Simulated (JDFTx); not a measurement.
# MnS (P6_3mc) in JDFTx: reference runs

How does MnS come out in PBEsol? The cell is run as given.

All numbers are computed with JDFTx 1.7.0 (patched build); they aren't measurements. Logs are shortened: lines on timing, memory, paths and dates and some standing lists are left out, and cuts for length are marked. The log counts tension as positive stress, the text compression.

**1. The crystal as given**

It takes space group P6_3mc (No. 186, hexagonal). The conventional cell has a = 3.954 Å, b = 3.954 Å, c = 6.343 Å, α = 90.00°, β = 90.00°, γ = 120.00°. Around Mn (site symmetry 3m) lie 4 S at 2.36 to 2.42 Å. S (site symmetry 3m) has 4 Mn at 2.36 to 2.42 Å as nearest neighbours.

The cell is a database's computed one.

**2. Single point, PBEsol, collinear spin, ferromagnetic start**

Contents of MnS.in:

```
lattice \
    7.4711775977    -3.7355887989     0.0000000000 \
    0.0000000000     6.4702295958     0.0000000000 \
    0.0000000000     0.0000000000    11.9856424829
coords-type Lattice
ion Mn     0.6666666667     0.3333333333     0.4988446700 1
ion Mn     0.3333333333     0.6666666667     0.9988446700 1
ion S      0.3333333333     0.6666666667     0.6261543000 1
ion S      0.6666666667     0.3333333333     0.1261543000 1

ion-species pseudo/Mn.upf
ion-species pseudo/S.upf
elec-cutoff 48 384
elec-ex-corr gga-PBEsol
kpoint-folding 8 8 4
elec-smearing Fermi 0.0018374661
elec-n-bands 33
spintype z-spin
initial-magnetic-moments Mn 4 4
elec-initial-magnetization 8 no
electronic-SCF nIterations 100 energyDiffThreshold 1e-09
electronic-minimize nIterations 30 energyDiffThreshold 1e-7
converge-empty-states yes
forces-output-coords Cartesian

dump-name run.$VAR
dump End Ecomponents EigStats BandEigs Kpoints Forces Stress
```

Potentials or basis: PseudoDojo-SR-PBEsol-0.4.1-standard with smoothed tails.

Run with:

```console
jdftx -c 1 -i MnS.in -o MnS.out
```

What it wrote:

```text
*************** JDFTx 1.7.0 (patched build) ***************

Input parsed successfully to the following command list (including defaults):
[... the input with its defaults ...]

---------- Setting up symmetries ----------

Found 24 point-group symmetries of the bravais lattice
Found 12 space-group symmetries with basis
Applied RMS atom displacement 4.31349e-10 bohrs to make symmetries exact.

---------- Initializing the Grid ----------
R =
[      7.47118     -3.73559            0  ]
[            0      6.47023            0  ]
[            0            0      11.9856  ]
unit cell volume = 579.389
G =
[    0.84099   0.485546         -0  ]
[          0   0.971092          0  ]
[          0         -0   0.524226  ]
Minimum fftbox size, Smin = [  68  68  108  ]
Chosen fftbox size, S = [  70  70  108  ]

---------- Initializing tighter grid for wavefunction operations ----------
R =
[      7.47118     -3.73559            0  ]
[            0      6.47023            0  ]
[            0            0      11.9856  ]
unit cell volume = 579.389
G =
[    0.84099   0.485546         -0  ]
[          0   0.971092          0  ]
[          0         -0   0.524226  ]
Minimum fftbox size, Smin = [  48  48  76  ]
Chosen fftbox size, S = [  48  48  80  ]

---------- Exchange Correlation functional ----------
Initalized PBEsol GGA exchange.
Initalized PBEsol GGA correlation.

---------- Setting up pseudopotentials ----------
Width of ionic core gaussian charges (only for fluid interactions / plotting) set to 0

Reading pseudopotential file 'pseudo/Mn.upf':
  'Mn' pseudopotential, 'PBESOL' functional
  Generated using ONCVPSP code by D. R. Hamann
  15 valence electrons, 4 orbitals, 6 projectors, 1001 radial grid points, with lMax = 2
    3S    l: 0   occupation:  2.0   eigenvalue: -3.147368
    3P    l: 1   occupation:  6.0   eigenvalue: -2.002196
    3D    l: 2   occupation:  5.0   eigenvalue: -0.249683
    4S    l: 0   occupation:  2.0   eigenvalue: -0.188339
  Core radius for overlap checks: 1.55 bohrs.

Reading pseudopotential file 'pseudo/S.upf':
  'S' pseudopotential, 'PBESOL' functional
  Generated using ONCVPSP code by D. R. Hamann
  6 valence electrons, 2 orbitals, 6 projectors, 1001 radial grid points, with lMax = 2
    3S    l: 0   occupation:  2.0   eigenvalue: -0.631879
    3P    l: 1   occupation:  4.0   eigenvalue: -0.256451
  Core radius for overlap checks: 1.58 bohrs.

Initialized 2 species with 4 total atoms.

Folded 1 k-points by 8x8x4 to 256 k-points.

---------- Setting up k-points, bands, fillings ----------
Adding inversion symmetry to k-mesh for non-inversion-symmetric unit cell.
Reduced to 30 k-points under symmetry.
Computing the number of bands and number of electrons
Calculating initial fillings.
nElectrons:  42.000000   nBands: 33   nStates: 60

----- Setting up reduced wavefunction bases (one per k-point) -----
average nbasis = 9201.582 , ideal nbasis = 9202.926

---------- Setting up ewald sum ----------
Optimum gaussian width for ewald sums = 2.639713 bohr.
Real space sum over 1089 unit cells with max indices [  5  5  4  ]
Reciprocal space sum over 2873 terms with max indices [  6  6  8  ]

---------- Allocating electronic variables ----------
Initializing wave functions:  linear combination of atomic orbitals
Note: number of bands (33) exceeds available atomic orbitals (28)
Mn (M=4) pseudo-atom majority spin occupations:   s ( 1 0.5 )  p ( 3 )  d ( 5 )
Mn (M=4) pseudo-atom minority spin occupations:   s ( 1 0 )  p ( 3 )  d ( 1.5 )
S pseudo-atom occupations:   s ( 2 )  p ( 4 )
	FillingsUpdate:  mu: +1.086017879  nElectrons: 42.000000  magneticMoment: [ Abs: 0.39186  Tot: +0.39185 ]
LCAOMinimize: Iter:   0  F: -214.3078083532505218  |grad|_K:  1.322e-02  alpha:  1.000e+00
	FillingsUpdate:  mu: +0.708428326  nElectrons: 42.000000  magneticMoment: [ Abs: 4.12638  Tot: +3.83702 ]
LCAOMinimize: Iter:   1  F: -226.7594531170224457  |grad|_K:  2.060e-02  alpha:  2.849e-01  linmin: -1.293e-01  cgtest:  1.451e-01
LCAOMinimize: 	Step increased F by 1.046189e+01, reducing alpha to 1.137095e-02.
[... 22 lines of inner loops ...]
LCAOMinimize: Iter:   9  F: -228.1110899379702914  |grad|_K:  7.644e-07  alpha:  4.999e-01  linmin:  4.583e-03  cgtest: -3.172e-01
	FillingsUpdate:  mu: +0.327660025  nElectrons: 42.000000  magneticMoment: [ Abs: 9.96403  Tot: +9.96403 ]
LCAOMinimize: Iter:  10  F: -228.1110899512453045  |grad|_K:  6.258e-08  alpha:  7.009e-01  linmin: -4.600e-04  cgtest:  3.304e-02
LCAOMinimize: Converged (|Delta F|<1.000000e-06 for 2 iters).

-------- Electronic minimization -----------
Will mix electronic density at each iteration.
	FillingsUpdate:  mu: +0.327660025  nElectrons: 42.000000  magneticMoment: [ Abs: 9.96403  Tot: +9.96403 ]
	FillingsUpdate:  mu: +0.305895031  nElectrons: 42.000000  magneticMoment: [ Abs: 9.96403  Tot: +9.96403 ]
SCF: Cycle:  0   F: -228.236857525835120   dF: -1.258e-01   |Residual|: 2.228e-01   |deigs|: 8.944e-02
	FillingsUpdate:  mu: +0.287662471  nElectrons: 42.000000  magneticMoment: [ Abs: 9.83465  Tot: +9.83465 ]
SCF: Cycle:  1   F: -228.265605198945593   dF: -2.875e-02   |Residual|: 8.153e-02   |deigs|: 2.554e-02
	FillingsUpdate:  mu: +0.282920547  nElectrons: 42.000000  magneticMoment: [ Abs: 9.80756  Tot: +9.80705 ]
SCF: Cycle:  2   F: -228.269610701069951   dF: -4.006e-03   |Residual|: 2.697e-02   |deigs|: 6.130e-03
	FillingsUpdate:  mu: +0.283302941  nElectrons: 42.000000  magneticMoment: [ Abs: 9.82331  Tot: +9.82327 ]
SCF: Cycle:  3   F: -228.269940409000839   dF: -3.297e-04   |Residual|: 1.157e-02   |deigs|: 1.432e-03
	FillingsUpdate:  mu: +0.283111901  nElectrons: 42.000000  magneticMoment: [ Abs: 9.84628  Tot: +9.84602 ]
SCF: Cycle:  4   F: -228.269963658795291   dF: -2.325e-05   |Residual|: 4.441e-03   |deigs|: 4.414e-04
	FillingsUpdate:  mu: +0.283192776  nElectrons: 42.000000  magneticMoment: [ Abs: 9.85993  Tot: +9.85983 ]
SCF: Cycle:  5   F: -228.269966672749291   dF: -3.014e-06   |Residual|: 1.207e-03   |deigs|: 1.500e-04
	FillingsUpdate:  mu: +0.283244091  nElectrons: 42.000000  magneticMoment: [ Abs: 9.86355  Tot: +9.86340 ]
SCF: Cycle:  6   F: -228.269967747216896   dF: -1.074e-06   |Residual|: 4.402e-04   |deigs|: 9.976e-05
	FillingsUpdate:  mu: +0.283272801  nElectrons: 42.000000  magneticMoment: [ Abs: 9.86522  Tot: +9.86509 ]
SCF: Cycle:  7   F: -228.269968090126753   dF: -3.429e-07   |Residual|: 1.885e-04   |deigs|: 7.977e-05
	FillingsUpdate:  mu: +0.283285221  nElectrons: 42.000000  magneticMoment: [ Abs: 9.86597  Tot: +9.86584 ]
SCF: Cycle:  8   F: -228.269968225905274   dF: -1.358e-07   |Residual|: 6.730e-05   |deigs|: 3.949e-05
	FillingsUpdate:  mu: +0.283290177  nElectrons: 42.000000  magneticMoment: [ Abs: 9.86617  Tot: +9.86603 ]
SCF: Cycle:  9   F: -228.269968279336638   dF: -5.343e-08   |Residual|: 3.486e-05   |deigs|: 4.979e-05
	FillingsUpdate:  mu: +0.283292654  nElectrons: 42.000000  magneticMoment: [ Abs: 9.86618  Tot: +9.86605 ]
SCF: Cycle: 10   F: -228.269968300469003   dF: -2.113e-08   |Residual|: 1.761e-05   |deigs|: 3.539e-05
	FillingsUpdate:  mu: +0.283294290  nElectrons: 42.000000  magneticMoment: [ Abs: 9.86619  Tot: +9.86606 ]
SCF: Cycle: 11   F: -228.269968309091240   dF: -8.622e-09   |Residual|: 5.698e-06   |deigs|: 1.826e-05
	FillingsUpdate:  mu: +0.283294274  nElectrons: 42.000000  magneticMoment: [ Abs: 9.86618  Tot: +9.86604 ]
SCF: Cycle: 12   F: -228.269968312984844   dF: -3.894e-09   |Residual|: 8.190e-06   |deigs|: 3.039e-05
	FillingsUpdate:  mu: +0.283294809  nElectrons: 42.000000  magneticMoment: [ Abs: 9.86617  Tot: +9.86604 ]
SCF: Cycle: 13   F: -228.269968314283034   dF: -1.298e-09   |Residual|: 5.416e-06   |deigs|: 1.796e-05
	FillingsUpdate:  mu: +0.283295475  nElectrons: 42.000000  magneticMoment: [ Abs: 9.86617  Tot: +9.86604 ]
SCF: Cycle: 14   F: -228.269968314956742   dF: -6.737e-10   |Residual|: 1.451e-06   |deigs|: 3.311e-05
	FillingsUpdate:  mu: +0.283295493  nElectrons: 42.000000  magneticMoment: [ Abs: 9.86617  Tot: +9.86603 ]
SCF: Cycle: 15   F: -228.269968315142364   dF: -1.856e-10   |Residual|: 9.806e-07   |deigs|: 1.999e-05
SCF: Converged (|Delta E|<1.000000e-09 for 2 iters).

Setting wave functions to eigenvectors of Hamiltonian
Converging empty states (this may take a while): |deigs|: 1.839e-04

# Stress tensor in Cartesian coordinates [Eh/a0^3]:
[  3.14642e-05            0            0  ]
[            0  3.14642e-05            0  ]
[            0            0 -5.12288e-05  ]

# Ionic positions in lattice coordinates:
ion Mn   0.666666666666667   0.333333333333333   0.498844670000000 1
ion Mn   0.333333333333333   0.666666666666667   0.998844670000000 1
ion S   0.333333333333333   0.666666666666667   0.626154300000000 1
ion S   0.666666666666667   0.333333333333333   0.126154300000000 1

# Forces in Cartesian coordinates:
force Mn  -0.000000000000000  -0.000000000000000   0.005348161006079 1
force Mn  -0.000000000000000   0.000000000000000   0.005348161006079 1
force S   0.000000000000000   0.000000000000000  -0.005355466082390 1
force S   0.000000000000000  -0.000000000000000  -0.005355466082390 1

# Energy components:
   Eewald =     -127.5010698172015964
       EH =       81.9575858215935398
     Eloc =     -244.1920822209034441
      Enl =      -12.0864019648863117
      Exc =      -42.7059999828270875
 Exc_core =       11.3929463167516403
       KE =      104.8654464389329206
-------------------------------------
     Etot =     -228.2695754085403905
       TS =        0.0003929066019693
-------------------------------------
        F =     -228.2699683151423642

IonicMinimize: Iter:   0  F: -228.269968315142364  |grad|_K:  3.090e-03
IonicMinimize: None of the convergence criteria satisfied after 0 iterations.

#--- Lowdin population analysis ---
# oxidation-state Mn +1.042 +1.042
# magnetic-moments Mn +4.562 +4.562
# oxidation-state S -0.878 -0.878
# magnetic-moments S +0.273 +0.273

Dumping 'run.eigStats' ...
	eMin: -2.714716 at state 0 ( [ +0.000000 +0.000000 +0.000000 ] spin 1 )
	HOMO: +0.281773 at state 39 ( [ +0.000000 +0.375000 +0.000000 ] spin -1 )
	mu  : +0.283296
	LUMO: +0.284370 at state 3 ( [ +0.000000 +0.125000 +0.000000 ] spin 1 )
	eMax: +0.617470 at state 57 ( [ +0.250000 +0.375000 +0.000000 ] spin -1 )
	HOMO-LUMO gap: +0.002598
	Optical gap  : +0.012933 at state 39 ( [ +0.000000 +0.375000 +0.000000 ] spin -1 )
Done!
```

It took 6.6 min on 1 thread of AMD EPYC 9R45 (Zen 5), shared host; peak memory 1 GiB.

What came out:

* Free energy: -6211.5423 eV
* Pressure: -0.1 GPa
* Largest force: 0.275 eV/Å
* Band gap on the k mesh: none (metal or under the smearing width)
* Net moment: 9.87 μB per cell
* Absolute moment: 9.87 μB per cell
* Site moments: Mn +4.56; S +0.27 μB
* Loewdin charges: Mn +1.04; S -0.88 e

Forces in eV/Å, atoms in the order of the input:
```
Mn   0.000  0.000  0.275
Mn   0.000  0.000  0.275
S    0.000  0.000 -0.275
S    0.000  0.000 -0.275
```

Levels at points of the mesh, in eV from the Fermi level:
Spin up:
```tsv
k point	band 22	band 23	band 24	band 25	band 26	band 27	band 28	band 29	band 30
(0.00, 0.00, 0.00)	-0.87	-0.87	0.17	0.24	0.24	0.96	2.61	5.59	5.59
(0.00, 0.00, 0.50)	-1.66	-0.35	-0.35	-0.35	-0.35	2.55	2.55	5.63	5.63
(0.00, 0.50, 0.00)	-2.82	-2.48	-2.34	-1.24	-0.77	3.33	3.55	4.23	6.07
(0.00, 0.50, 0.50)	-2.99	-1.53	-1.53	-1.39	-1.39	2.92	2.92	4.99	4.99
```
Spin down:
| k point | band 14 | band 15 | band 16 | band 17 | band 18 | band 19 |
| --- | --- | --- | --- | --- | --- | --- |
| (0.00, 0.00, 0.00) | -3.34 | -3.33 | -3.33 | 0.52 | 0.52 | 0.82 |
| (0.00, 0.00, 0.50) | -3.35 | -3.35 | -3.35 | 0.85 | 0.85 | 0.85 |
| (0.00, 0.50, 0.00) | -3.53 | -3.45 | -3.30 | 0.05 | 0.25 | 0.73 |
| (0.00, 0.50, 0.50) | -3.48 | -3.38 | -3.38 | 0.54 | 0.54 | 0.91 |

Caveat: the atomic charges don't sum to the cell's charge; semilocal functionals often make such compounds metallic where correlation or magnetic order opens a gap, which also shifts bond lengths; only a ferromagnetic start was run, and an antiferromagnetic order may lie lower in energy.
